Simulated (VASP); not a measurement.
# SnSe (Fm-3m) in VASP: settings compared

Aim: see how the results for SnSe move with the level of theory and the settings. Levels: HSE06, r2SCAN. Tasks: single point.

Everything below comes from runs of VASP 6.6.1. Logs are shortened: lines on timing, memory, paths and dates and some standing lists are left out, and cuts for length are marked.

### 1 The crystal as given

Symmetry: Fm-3m, No. 225, cubic system. The conventional cell has a = 6.020 Å, b = 6.020 Å, c = 6.020 Å, α = 90.00°, β = 90.00°, γ = 90.00°. Sn (site symmetry m-3m) has 6 Se at 3.01 Å as nearest neighbours. Around Se (site symmetry m-3m) lie 6 Sn at 3.01 Å.

Measurements of this composition are mostly on another form, of space group No. 62.

### 2 Single point, HSE06

File POSCAR:

```
SnSe
1.0
    0.0000000000      3.0100000000      3.0100000000
    3.0100000000      0.0000000000      3.0100000000
    3.0100000000      3.0100000000      0.0000000000
Sn Se
1 1
Direct
    0.0000000000      0.0000000000      0.0000000000
    0.5000000000      0.5000000000      0.5000000000
```

File INCAR.step1:

```
SYSTEM = SnSe
ALGO = Normal
EDIFF = 1E-5
ENCUT = 500
GGA = PE
ISIF = 2
ISMEAR = 0
LASPH = .TRUE.
LREAL = .FALSE.
LWAVE = .TRUE.
NBANDS = 18
NELM = 100
NKRED = 1
PREC = Accurate
SIGMA = 0.01
```

File INCAR.step2:

```
SYSTEM = SnSe
ALGO = Normal
EDIFF = 1E-6
ENCUT = 500
GGA = PE
HFSCREEN = 0.2
ISIF = 2
ISMEAR = 0
ISTART = 1
LASPH = .TRUE.
LCHARG = .FALSE.
LHFCALC = .TRUE.
LREAL = .FALSE.
LWAVE = .FALSE.
NBANDS = 18
NELM = 100
NKRED = 1
PREC = Accurate
PRECFOCK = Fast
SIGMA = 0.01
```

File KPOINTS:

```
k-points
0
G
  5 5 5
  0 0 0
```

Potentials or basis: VASP PAW PBE potentials, release 64 (Sn_d, Se).

Command:

```console
$ cat potpaw_PBE.64/Sn_d/POTCAR potpaw_PBE.64/Se/POTCAR > POTCAR
$ cp INCAR.step1 INCAR
$ mpirun -np 1 vasp_std > vasp.out
$ cp INCAR.step2 INCAR
$ mpirun -np 1 vasp_std > vasp.out
```

OUTCAR:

```text
SYSTEM = SnSe
   EDIFF = 1E-6
   ENCUT = 500
   GGA = PE
   HFSCREEN = 0.2
   ISIF = 2
   ISMEAR = 0
   ISTART = 1
   LASPH = .TRUE.
   LHFCALC = .TRUE.
   LREAL = .FALSE.
   NELM = 100
   NKRED = 1
   PREC = Accurate
   PRECFOCK = Fast

 Found     10 irreducible k-points:

 Following reciprocal coordinates:
            Coordinates               Weight
  0.000000  0.000000  0.000000      1.000000
  0.200000  0.000000  0.000000      8.000000
  0.400000  0.000000  0.000000      8.000000
  0.200000  0.200000  0.000000      6.000000
  0.400000  0.200000  0.000000     24.000000
 -0.400000  0.200000  0.000000     24.000000
   k-points           NKPTS =     10   k-points in BZ     NKDIM =    125   number of bands    NBANDS=     18
   number of dos      NEDOS =    301   number of ions     NIONS =      2
   total plane-waves  NPLWV =  32768
   dimension x,y,z NGX =    32 NGY =   32 NGZ =   32
   dimension x,y,z NGXF=    64 NGYF=   64 NGZF=   64
   ions per type =               1   1
   NGX,Y,Z   is equivalent  to a cutoff of  12.50, 12.50, 12.50 a.u.
   NGXF,Y,Z  is equivalent  to a cutoff of  24.99, 24.99, 24.99 a.u.
 SYSTEM =  SnSe
   PREC   = accura    normal or accurate (medium, high low for compatibility)
   ISTART =      1    job   : 0-new  1-cont  2-samecut
   ICHARG =      0    charge: 1-file 2-atom 10-const
   ISPIN  =      1    spin polarized calculation?
   LNONCOLLINEAR =      F non collinear calculations
   LSORBIT =      F    spin-orbit coupling
   LASPH  =      T    aspherical Exc in radial PAW
   ENCUT  =  500.0 eV  36.75 Ry    6.06 a.u.   7.76  7.76  7.76*2*pi/ulx,y,z
   NELM   =    100;   NELMIN=  2; NELMDL=  0     # of ELM steps
   EDIFF  = 0.1E-05   stopping-criterion for ELM
   LREAL  =      F    real-space projection
   EDIFFG = 0.1E-04   stopping-criterion for IOM
   NSW    =      0    number of steps for IOM
   IBRION =     -1    ionic relax: 0-MD 1-quasi-New 2-CG
   NFREE  =      0    steps in history (QN), initial steepest desc. (CG)
   ISIF   =      2    stress and relaxation
   ISYM   =      3    0-nonsym 1-usesym 2-fastsym
   POTIM  = 0.5000    time-step for ionic-motion
   TEBEG  =    0.0;   TEEND  =   0.0 temperature during run
   PSTRESS=    0.0 pullay stress
   NELECT =      20.0000    total number of electrons
   NUPDOWN=      -1.0000    fix difference up-down
   EMIN   =  10.00;   EMAX   =-10.00  energy-range for DOS
   EFERMI =   0.00;   METHOD = LEGACY
   ISMEAR =     0;   SIGMA  =   0.01  broadening in eV -4-tet -1-fermi 0-gaus
   EFERMI_NEDOS =   21; number of points for ismear=-14 and -15
   IALGO  =     38    algorithm
   IMIX   =      1    mixing-type and parameters
     AMIX     =   0.40;   BMIX     =  1.00
     AMIX_MAG =   1.60;   BMIX_MAG =  1.00
  volume/ion in A,a.u.               =      27.27       184.03
  Fermi-wavevector in a.u.,A,eV,Ry     =   1.171768  2.214321 18.681350  1.373040
  Thomas-Fermi vector in A             =   2.308207
   LORBIT       =      0    0 simple, 1 ext, 2 COOP (PROOUT), +10 PAW based schemes
   GGA     = PE    functional components
   LHFCALC =     T    Hartree Fock is set to
   PRECFOCK=fast      Normal, Fast or Accurate (Low or Medium for compatibility)
   ENCUT4O =  -1.0   cutoff for four orbital integrals eV
   NKREDX  =     1    reduce k-point grid by
   NKREDY  =     1    reduce k-point grid by
   NKREDZ  =     1    reduce k-point grid by
   AEXX    =    0.2500 exact exchange contribution
   HFSCREEN=    0.2000 screening length (either q_TF or 0.3 A-1)
   HFSCREENC=   0.2000 screening length for correlation (either q_TF or 0.3 A-1)
   ENCUTFOCK=  -1.0 apply spherical cutoff to Coloumb kernel
   IVDW    =     0    specifies the selected vdW correction
   LEPSILON=     F    determine dielectric tensor
   LRPA    =     F    only Hartree local field effects (RPA)
 non-spin polarized calculation
 Gauss-broadening in eV      SIGMA  =   0.01
  energy-cutoff  :      500.00
  volume of cell :       54.54
 maximum number of plane-waves:      1411
  NGX = 18; NGY = 18; NGZ = 18

 number of electron      20.0000005 magnetization

 Free energy of the ion-electron system (eV)
  ---------------------------------------------------
  ext. energy  EPLUGINS =         0.00000000
  ---------------------------------------------------
  free energy    TOTEN  =        -9.81295700 eV

  energy without entropy =       -9.81295700  energy(sigma->0) =       -9.81295700

 E-fermi :   5.3097     XC(G=0):  -7.9845

 val. band max:        5.2497323712   @ k =   0.4000   0.0000   0.0000
 cond. band min:       6.5845387627   @ k =  -0.2000   0.2000   0.0000
 fundamental gap:      1.3348063915
 Fermi energy:         5.3096864298

 k-point     1 :       0.0000    0.0000    0.0000
  band No.  band energies     occupation
      1     -18.5293      2.00000
      2     -18.5293      2.00000
      3     -18.5242      2.00000
      4     -18.5242      2.00000
      5     -18.5242      2.00000
      6     -10.0405      2.00000
[... 10 lines left out ...]
     17      14.2142      0.00000
     18      14.2142      0.00000

 k-point     2 :       0.2000    0.0000    0.0000
  band No.  band energies     occupation
      1     -18.5321      2.00000
      2     -18.5321      2.00000
      3     -18.5234      2.00000
      4     -18.5203      2.00000
      5     -18.5203      2.00000
      6      -9.7390      2.00000
[... 10 lines left out ...]
     17      16.6603      0.00000
     18      16.6603      0.00000

 k-point     3 :       0.4000    0.0000    0.0000
  band No.  band energies     occupation
      1     -18.5374      2.00000
      2     -18.5374      2.00000
      3     -18.5222      2.00000
      4     -18.5133      2.00000
      5     -18.5133      2.00000
      6      -9.1203      2.00000
[... 10 lines left out ...]
     17      17.3685      0.00000
     18      18.8799      0.00000

 k-point     4 :       0.2000    0.2000    0.0000
  band No.  band energies     occupation
      1     -18.5382      2.00000
      2     -18.5267      2.00000
      3     -18.5264      2.00000
      4     -18.5183      2.00000
      5     -18.5183      2.00000
      6      -9.6385      2.00000
[... 10 lines left out ...]
     17      14.7624      0.00000
     18      15.6011      0.00000

 k-point     5 :       0.4000    0.2000    0.0000
  band No.  band energies     occupation
      1     -18.5448      2.00000
      2     -18.5294      2.00000
      3     -18.5250      2.00000
      4     -18.5142      2.00000
      5     -18.5119      2.00000
      6      -9.1134      2.00000
[... 10 lines left out ...]
     17      17.4390      0.00000
     18      17.6403      0.00000

 k-point     6 :      -0.4000    0.2000    0.0000
  band No.  band energies     occupation
      1     -18.5430      2.00000
      2     -18.5343      2.00000
      3     -18.5197      2.00000
      4     -18.5148      2.00000
      5     -18.5119      2.00000
      6      -8.8575      2.00000
[... 10 lines left out ...]
     17      18.0841      0.00000
     18      19.3717      0.00000

 [... further k-points ...]

------------------------ aborting loop because EDIFF is reached ----------------------------------------

  FORCE on cell =-STRESS in cart. coord.  units (eV):
  Direction    XX          YY          ZZ          XY          YZ          ZX
  --------------------------------------------------------------------------------------
  -------------------------------------------------------------------------------------
  Total       -0.1505499     -0.1505499     -0.1505499      0.0000000      0.0000000      0.0000000
  in kB       -4.4224355     -4.4224355     -4.4224355      0.0000000      0.0000000      0.0000000
  external PRESSURE =      -4.4224355 kB  Pullay stress =       0.0000000 kB

 VOLUME and BASIS-vectors are now :
 -----------------------------------------------------------------------------
  energy-cutoff  :      500.00
  volume of cell :       54.54
      direct lattice vectors                 reciprocal lattice vectors
     0.000000000  3.010000000  3.010000000    -0.166112957  0.166112957  0.166112957
     3.010000000  0.000000000  3.010000000     0.166112957 -0.166112957  0.166112957
     3.010000000  3.010000000  0.000000000     0.166112957  0.166112957 -0.166112957

 POSITION                                       TOTAL-FORCE (eV/Angst)
 -----------------------------------------------------------------------------------
      0.00000      0.00000      0.00000         0.000000      0.000000      0.000000
      3.01000      3.01000      3.01000         0.000000      0.000000      0.000000
 -----------------------------------------------------------------------------------
    total drift:                               -0.000005     -0.000005     -0.000005

  FREE ENERGIE OF THE ION-ELECTRON SYSTEM (eV)
  ---------------------------------------------------
  free  energy   TOTEN  =        -9.8129569996 eV

  energy  without entropy=       -9.8129569996  energy(sigma->0) =       -9.81295700
```

Wall time 8 min (1 thread of Intel Xeon Platinum 8559C (Emerald Rapids), shared host); peak memory 0.28 GiB.

The run converged, but some of its settings lie outside the range that counts as converged, so its numbers aren't taken as properties of the crystal.

What came out:

```
Free energy : -9.8130 eV
Pressure    : -0.4 GPa
```

Caveat: this odd mesh misses L, where the gap lies, so gap, dielectric constants and Born charges aren't listed; the PAW data sets were made with another functional, which shifts forces and pressure a little.

### 3 Single point, r2SCAN

File INCAR:

```
SYSTEM = SnSe
  ADDGRID = .FALSE.
  ALGO = Normal
  EDIFF = 1E-8
  ENCUT = 900
  ISIF = 2
  ISMEAR = 0
  LASPH = .TRUE.
  LCHARG = .FALSE.
  LMIXTAU = .TRUE.
  LREAL = .FALSE.
  LWAVE = .FALSE.
  METAGGA = R2SCAN
  NBANDS = 17
  NELM = 100
  PREC = Accurate
  SIGMA = 0.05
```

File KPOINTS:

```
k-points
0
G
  11 11 11
  0 0 0
```

POSCAR is that of step 2.

Potentials or basis: VASP PAW PBE potentials, release 64 (Sn_d, Se).

Command:

```console
$ cat potpaw_PBE.64/Sn_d/POTCAR potpaw_PBE.64/Se/POTCAR > POTCAR
$ mpirun -np 1 vasp_std > vasp.out
```

Run time: 7.3 min. Hardware: 1 thread of Intel Xeon Platinum 8488C (Sapphire Rapids), shared host; peak memory 0.36 GiB.

Results (log left out):

| Quantity | Value |
| --- | --- |
| Free energy | -39.8779 eV |
| Pressure | 0.0 GPa |

Levels at points of the mesh, in eV from the Fermi level:
| k point | band 7 | band 8 | band 9 | band 10 | band 11 | band 12 | band 13 | band 14 |
| --- | --- | --- | --- | --- | --- | --- | --- | --- |
| (0.00, 0.00, 0.00) | -5.40 | -2.78 | -2.78 | -2.78 | 4.21 | 4.21 | 4.21 | 5.90 |

Caveat: this odd mesh misses L, where the gap lies, so gap, dielectric constants and Born charges aren't listed; the PAW data sets were made with another functional, which shifts forces and pressure a little.

### 4 Single point, r2SCAN

INCAR: that of step 3 with these lines changed.

```diff
@@ -3,4 +3,4 @@
   ALGO = Normal
-  EDIFF = 1E-8
-  ENCUT = 900
+  EDIFF = 1E-7
+  ENCUT = 500
   ISIF = 2
```

File KPOINTS:

```
k-points
0
G
  7 7 7
  0 0 0
```

POSCAR is that of step 3.

Command:

```console
$ cat potpaw_PBE.64/Sn_d/POTCAR potpaw_PBE.64/Se/POTCAR > POTCAR
$ mpirun -np 1 vasp_std > vasp.out
```

Run time: 61 s. Hardware: 1 thread of Intel Xeon Platinum 8488C (Sapphire Rapids), shared host; peak memory 0.18 GiB.

The run converged, but some of its settings lie outside the range that counts as converged, so its numbers aren't taken as properties of the crystal.

Results:

```
Free energy : -39.8791 eV
Pressure    : -0.1 GPa
```

Caveat: this odd mesh misses L, where the gap lies, so gap, dielectric constants and Born charges aren't listed; the PAW data sets were made with another functional, which shifts forces and pressure a little.

[end of part 1 of 2]
